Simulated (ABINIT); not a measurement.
# Pb (Fm-3m) in ABINIT: further runs

One crystal, Pb, is run at these levels: PBE, OLYP; tasks: equation of state, band structure.

All numbers are computed with ABINIT 10.8.3 (patched build); they aren't measurements. Logs are shortened: lines on timing, memory, paths and dates and some standing lists are left out, and cuts for length are marked. The log counts tension as positive stress, the text compression.

**1. The crystal as given**

The structure is cubic, space group Fm-3m (No. 225). The conventional cell has a = 4.950 Å, b = 4.950 Å, c = 4.950 Å, α = 90.00°, β = 90.00°, γ = 90.00°. Pb (site symmetry m-3m) is surrounded by 12 Pb at 3.50 Å.

**2. Equation of state, PBE**

The input, run.abi:

```
ndtset 7
getwfk -1
scalecart1 3*0.9795861087
scalecart2 3*0.9864848297
scalecart3 3*0.9932883884
scalecart4 3*1.0000000000
scalecart5 3*1.0066227096
scalecart6 3*1.0131594038
scalecart7 3*1.0196128224

pp_dirpath "./"
pseudos "Pb.upf"

acell 3.5002068511 3.5002068511 3.5002068511 Angstrom
rprim
     0.0000000000     0.7071067812     0.7071067812
     0.7071067812     0.0000000000     0.7071067812
     0.7071067812     0.7071067812     0.0000000000
ntypat 1
znucl 82
natom 1
typat 1
xred
     0.0000000000     0.0000000000     0.0000000000

ecut 28.0

kptopt 1
ngkpt 9 9 9
nshiftk 1
shiftk 0.0 0.0 0.0

ixc 11

nband 11
occopt 3
tsmear 0.00183747

nstep 100
tolvrs 1.0e-10

iomode 3
prtwf 1
prtden 0
prteig 0
prtebands 0
enunit 2
```

Potentials or basis: PseudoDojo NC SR PBE v0.4.1 standard.

Run with:

```
$ abinit run.abi > log 2>&1
```

run.abo:

```text
.Version 10.8.3 of ABINIT
 DATASET    1 : space group Fm -3 m (#225); Bravais cF (face-center cubic)
================================================================================
 Values of the parameters that define the memory need for DATASET  1.
     intxc =       0    ionmov =       0      iscf =       7    lmnmax =       6
     lnmax =       6     mgfft =      32  mpssoang =       3    mqgrid =    3001
     natom =       1  nloc_mem =       1    nspden =       1   nspinor =       1
    nsppol =       1      nsym =      48    n1xccc =    2501    ntypat =       1
    occopt =       3   xclevel =       2
       mpw =        1372          nfft =       32768          nkpt =          35
================================================================================
================================================================================
[... 61 lines left out ...]
 DATASET    7 : space group Fm -3 m (#225); Bravais cF (face-center cubic)
================================================================================
 Values of the parameters that define the memory need for DATASET  7.
     intxc =       0    ionmov =       0      iscf =       7    lmnmax =       6
     lnmax =       6     mgfft =      36  mpssoang =       3    mqgrid =    3001
     natom =       1  nloc_mem =       1    nspden =       1   nspinor =       1
    nsppol =       1      nsym =      48    n1xccc =    2501    ntypat =       1
    occopt =       3   xclevel =       2
       mpw =        1558          nfft =       46656          nkpt =          35
================================================================================
================================================================================

--------------------------------------------------------------------------------
------------- Echo of variables that govern the present computation ------------
--------------------------------------------------------------------------------
 -outvars: echo values of preprocessed input variables --------
            acell      6.6144323326E+00  6.6144323326E+00  6.6144323326E+00 Bohr
              amu      2.07200000E+02
             ecut      2.80000000E+01 Hartree
           enunit           2
           getwfk          -1
              ixc          11
           jdtset        1    2    3    4    5    6    7
         kptrlatt        9    0    0      0    9    0      0    0    9
          kptrlen1     5.83146543E+01
          kptrlen2     5.87253344E+01
          kptrlen3     5.91303495E+01
          kptrlen4     5.95298910E+01
          kptrlen5     5.99241402E+01
          kptrlen6     6.03132689E+01
          kptrlen7     6.06974402E+01
            natom           1
            nband          11
           ndtset           7
            ngfft1         32      32      32
            ngfft2         32      32      32
            ngfft3         32      32      32
            ngfft4         32      32      32
            ngfft5         32      32      32
            ngfft6         32      32      32
            ngfft7         36      36      36
             nkpt          35
            nstep         100
             nsym          48
           ntypat           1
           occopt           3
           prtden           0
        prtebands           0
           prteig           0
            rprim1     0.0000000000E+00  6.9267198023E-01  6.9267198023E-01
                       6.9267198023E-01  0.0000000000E+00  6.9267198023E-01
                       6.9267198023E-01  6.9267198023E-01  0.0000000000E+00
            rprim2     0.0000000000E+00  6.9755011263E-01  6.9755011263E-01
                       6.9755011263E-01  0.0000000000E+00  6.9755011263E-01
                       6.9755011263E-01  6.9755011263E-01  0.0000000000E+00
            rprim3     0.0000000000E+00  7.0236095512E-01  7.0236095512E-01
                       7.0236095512E-01  0.0000000000E+00  7.0236095512E-01
                       7.0236095512E-01  7.0236095512E-01  0.0000000000E+00
            rprim4     0.0000000000E+00  7.0710678120E-01  7.0710678120E-01
                       7.0710678120E-01  0.0000000000E+00  7.0710678120E-01
                       7.0710678120E-01  7.0710678120E-01  0.0000000000E+00
            rprim5     0.0000000000E+00  7.1178974407E-01  7.1178974407E-01
                       7.1178974407E-01  0.0000000000E+00  7.1178974407E-01
                       7.1178974407E-01  7.1178974407E-01  0.0000000000E+00
            rprim6     0.0000000000E+00  7.1641188486E-01  7.1641188486E-01
                       7.1641188486E-01  0.0000000000E+00  7.1641188486E-01
                       7.1641188486E-01  7.1641188486E-01  0.0000000000E+00
            rprim7     0.0000000000E+00  7.2097514092E-01  7.2097514092E-01
                       7.2097514092E-01  0.0000000000E+00  7.2097514092E-01
                       7.2097514092E-01  7.2097514092E-01  0.0000000000E+00
          spgroup         225
           tolvrs      1.00000000E-10
           tsmear      1.83747000E-03 Hartree
            typat      1
            znucl       82.00000

================================================================================

 chkinp: Checking input parameters for consistency, jdtset=   1.

 chkinp: Checking input parameters for consistency, jdtset=   2.

 chkinp: Checking input parameters for consistency, jdtset=   3.

 chkinp: Checking input parameters for consistency, jdtset=   4.
[... 22 lines left out ...]
 Real(R)+Recip(G) space primitive vectors, cartesian coordinates (Bohr,Bohr^-1):
 R(1)=  0.0000000  4.5816319  4.5816319  G(1)= -0.1091314  0.1091314  0.1091314
 R(2)=  4.5816319  0.0000000  4.5816319  G(2)=  0.1091314 -0.1091314  0.1091314
 R(3)=  4.5816319  4.5816319  0.0000000  G(3)=  0.1091314  0.1091314 -0.1091314
 Unit cell volume ucvol=  1.9234929E+02 bohr^3
 Angles (23,13,12)=  6.00000000E+01  6.00000000E+01  6.00000000E+01 degrees

 getcut: wavevector=  0.0000  0.0000  0.0000  ngfft=  32  32  32
         ecut(hartree)=     28.000   => boxcut(ratio)=   2.07334

--- Pseudopotential description ------------------------------------------------
- pspini: atom type   1  psp file is ./Pb.upf
12 -101130 2 -1 1678                          pspcod,pspxc,lmax,lloc,mmax
     nproj     2     2     2

   6.23237973E+02                                ecore*ucvol(ha*bohr**3)
--------------------------------------------------------------------------------

================================================================================

--- !BeginCycle
iteration_state: {dtset: 1, }
solver: {iscf: 7, nstep: 100, nline: 4, wfoptalg: 0, }
tolerances: {tolvrs: 1.00E-10, }
...

     iter   Etot(hartree)      deltaE(h)  residm     vres2
 ETOT  1  -70.356548029875    -7.036E+01 1.841E-01 1.017E+00
 ETOT  2  -70.381317672111    -2.477E-02 4.434E-03 7.520E-02
 ETOT  3  -70.381327238930    -9.567E-06 5.583E-04 1.473E-02
 ETOT  4  -70.381331286009    -4.047E-06 3.163E-04 3.500E-04
 ETOT  5  -70.381331329611    -4.360E-08 1.021E-04 2.457E-06
 ETOT  6  -70.381331329943    -3.321E-10 3.311E-05 7.211E-08
 ETOT  7  -70.381331329957    -1.397E-11 1.871E-05 2.377E-10
 ETOT  8  -70.381331329957     1.421E-13 4.754E-06 1.597E-11
[... 871 lines left out ...]
 Real(R)+Recip(G) space primitive vectors, cartesian coordinates (Bohr,Bohr^-1):
 R(1)=  0.0000000  4.7688413  4.7688413  G(1)= -0.1048473  0.1048473  0.1048473
 R(2)=  4.7688413  0.0000000  4.7688413  G(2)=  0.1048473 -0.1048473  0.1048473
 R(3)=  4.7688413  4.7688413  0.0000000  G(3)=  0.1048473  0.1048473 -0.1048473
 Unit cell volume ucvol=  2.1690452E+02 bohr^3
 Angles (23,13,12)=  6.00000000E+01  6.00000000E+01  6.00000000E+01 degrees

 getcut: wavevector=  0.0000  0.0000  0.0000  ngfft=  36  36  36
         ecut(hartree)=     28.000   => boxcut(ratio)=   2.24094

 getcut : COMMENT -
  Note that boxcut > 2.2 ; recall that boxcut=Gcut(box)/Gcut(sphere) = 2
  is sufficient for exact treatment of convolution.
  Such a large boxcut is a waste : you could raise ecut
  e.g. ecut=   35.152727 Hartrees makes boxcut=2

--------------------------------------------------------------------------------

-inwffil : will read wavefunctions from disk file runo_DS6_WFK.nc

================================================================================

--- !BeginCycle
iteration_state: {dtset: 7, }
solver: {iscf: 7, nstep: 100, nline: 4, wfoptalg: 0, }
tolerances: {tolvrs: 1.00E-10, }
...
[... 104 lines left out ...]
 Cartesian components of stress tensor (hartree/bohr^3)
  sigma(1 1)=  1.14064786E-05  sigma(3 2)=  0.00000000E+00
  sigma(2 2)=  1.14064786E-05  sigma(3 1)=  0.00000000E+00
  sigma(3 3)=  1.14064786E-05  sigma(2 1)=  0.00000000E+00

-Cartesian components of stress tensor (GPa)         [Pressure= -3.3559E-01 GPa]
- sigma(1 1)=  3.35590187E-01  sigma(3 2)=  0.00000000E+00
- sigma(2 2)=  3.35590187E-01  sigma(3 1)=  0.00000000E+00
- sigma(3 3)=  3.35590187E-01  sigma(2 1)=  0.00000000E+00

== END DATASET(S) ==============================================================
================================================================================

 -outvars: echo values of variables after computation  --------
            acell      6.6144323326E+00  6.6144323326E+00  6.6144323326E+00 Bohr
           etotal1    -7.0381331330E+01
           etotal2    -7.0382067290E+01
           etotal3    -7.0382620322E+01
           etotal4    -7.0383010358E+01
           etotal5    -7.0383256232E+01
           etotal6    -7.0383375145E+01
           etotal7    -7.0383381466E+01
            fcart1     0.0000000000E+00  0.0000000000E+00  0.0000000000E+00
            fcart2    -0.0000000000E+00 -0.0000000000E+00 -0.0000000000E+00
            fcart3    -0.0000000000E+00 -0.0000000000E+00 -0.0000000000E+00
            fcart4    -0.0000000000E+00 -0.0000000000E+00 -0.0000000000E+00
            fcart5    -0.0000000000E+00 -0.0000000000E+00 -0.0000000000E+00
            fcart6    -0.0000000000E+00 -0.0000000000E+00 -0.0000000000E+00
            fcart7    -0.0000000000E+00 -0.0000000000E+00 -0.0000000000E+00
            rprim1     0.0000000000E+00  6.9267198023E-01  6.9267198023E-01
                       6.9267198023E-01  0.0000000000E+00  6.9267198023E-01
                       6.9267198023E-01  6.9267198023E-01  0.0000000000E+00
            rprim2     0.0000000000E+00  6.9755011263E-01  6.9755011263E-01
                       6.9755011263E-01  0.0000000000E+00  6.9755011263E-01
                       6.9755011263E-01  6.9755011263E-01  0.0000000000E+00
            rprim3     0.0000000000E+00  7.0236095512E-01  7.0236095512E-01
                       7.0236095512E-01  0.0000000000E+00  7.0236095512E-01
[... 9 lines left out ...]
                       7.1641188486E-01  7.1641188486E-01  0.0000000000E+00
            rprim7     0.0000000000E+00  7.2097514092E-01  7.2097514092E-01
                       7.2097514092E-01  0.0000000000E+00  7.2097514092E-01
                       7.2097514092E-01  7.2097514092E-01  0.0000000000E+00
           strten1    -2.0373601813E-04 -2.0373601813E-04 -2.0373601813E-04
                       0.0000000000E+00  0.0000000000E+00  0.0000000000E+00
           strten2    -1.5648771273E-04 -1.5648771273E-04 -1.5648771273E-04
                       0.0000000000E+00  0.0000000000E+00  0.0000000000E+00
           strten3    -1.1427490864E-04 -1.1427490864E-04 -1.1427490864E-04
                       0.0000000000E+00  0.0000000000E+00  0.0000000000E+00
           strten4    -7.6794657832E-05 -7.6794657832E-05 -7.6794657832E-05
                       0.0000000000E+00  0.0000000000E+00  0.0000000000E+00
           strten5    -4.3766406112E-05 -4.3766406112E-05 -4.3766406112E-05
                       0.0000000000E+00  0.0000000000E+00  0.0000000000E+00
           strten6    -1.4637872090E-05 -1.4637872090E-05 -1.4637872090E-05
                       0.0000000000E+00  0.0000000000E+00  0.0000000000E+00
           strten7     1.1406478603E-05  1.1406478603E-05  1.1406478603E-05
                       0.0000000000E+00  0.0000000000E+00  0.0000000000E+00
 Calculation completed.
```

It took 63 s on 1 thread of Arm Neoverse V2, shared host; peak memory 0.12 GiB.

What came out:

```
Equilibrium volume                      : 31.87 Å³/atom
Bulk modulus                            : 40 GPa
Pressure derivative of the bulk modulus : 5.4
```

Energy against volume, from the lowest point:
```tsv
volume (Å³/atom)	energy (meV/atom)
28.503	55.79
29.110	35.76
29.716	20.71
30.323	10.10
30.929	3.41
31.535	0.17
32.142	0.00
```

Caveat: pressures at fixed basis lie under the slope of the energies. Spin-orbit coupling is left out, which matters for the levels of Pb.

**3. Band structure, OLYP**

The input, run.abi:

```
ndtset 2

pp_dirpath "./"
pseudos "Pb.GGA_PBE-JTH_sp.xml"

acell 3*1.0 Angstrom
rprim
     0.0000000000     2.4750200000     2.4750200000
     2.4750200000     0.0000000000     2.4750200000
     2.4750200000     2.4750200000     0.0000000000
ntypat 1
znucl 82
natom 1
typat 1
xcart
     0.0000000000     0.0000000000     0.0000000000

ecut 15.0
pawecutdg 30.0

ixc -110131

occopt 3
tsmear 0.00183747

nstep 100

iomode 3
prtwf 0
prteig 0
prtebands 0
enunit 2
prtden1 1

kptopt1 1
ngkpt1 9 9 9
nshiftk1 1
shiftk1 0.0 0.0 0.0
nband1 6
tolvrs1 1.0e-9

iscf2 -2
getden2 1
nband2 10
nbdbuf2 2
tolwfr2 1.0e-12
kptopt2 -9
ndivsm2 5
prteig2 1
prtvol2 -3
kptbounds2
     0.0000000000     0.0000000000     0.0000000000
     0.5000000000     0.0000000000     0.5000000000
     0.5000000000     0.2500000000     0.7500000000
     0.3750000000     0.3750000000     0.7500000000
     0.0000000000     0.0000000000     0.0000000000
     0.5000000000     0.5000000000     0.5000000000
     0.6250000000     0.2500000000     0.6250000000
     0.5000000000     0.2500000000     0.7500000000
     0.5000000000     0.5000000000     0.5000000000
     0.3750000000     0.3750000000     0.7500000000
```

Potentials or basis: JTH PAW PBE v2.0 sp.

Run with:

```
$ abinit run.abi > log 2>&1
```

Wall time 8.2 s (1 thread of Arm Neoverse V2, shared host); peak memory 0.12 GiB.

It converged, with:

* Free energy: -99.2363 eV
* Pressure: 2.5 GPa
* Band gap on the k mesh: none (metal or under the smearing width)
* Valence electrons inside the program's atomic spheres: Pb 2.69 (radii [1.5418] Å)

Levels at the corners of the path, in eV from the Fermi level:
| point | band 1 | band 2 | band 3 | band 4 | band 5 |
| --- | --- | --- | --- | --- | --- |
| Γ | -11.66 | 7.57 | 7.57 | 7.57 | 8.08 |
| X | -6.75 | -3.09 | 2.31 | 2.31 | 5.07 |
| W | -6.61 | -1.22 | -1.22 | 0.41 | 8.68 |
| K | -6.81 | -2.12 | -1.08 | 3.20 | 5.91 |
| Γ | -11.66 | 7.57 | 7.57 | 7.57 | 8.08 |
| L | -8.17 | -4.03 | 5.80 | 5.80 | 7.54 |
| U | -6.81 | -2.12 | -1.08 | 3.20 | 5.91 |
| W | -6.61 | -1.22 | -1.22 | 0.41 | 8.68 |
| L | -8.17 | -4.03 | 5.80 | 5.80 | 7.54 |
| K | -6.81 | -2.12 | -1.08 | 3.20 | 5.91 |

Caveat: the PAW data sets were made with another functional, which shifts forces and pressure a little; spin-orbit coupling is left out, which moves the levels of the heavy elements; this set keeps more shells in the core, which shifts pressures and gaps.

**4. How close it comes**

Step 2. The cell as given is a measured one (30.32 Å³/atom); PBE puts the equilibrium volume +5.1 % from it, thermal expansion not counted.
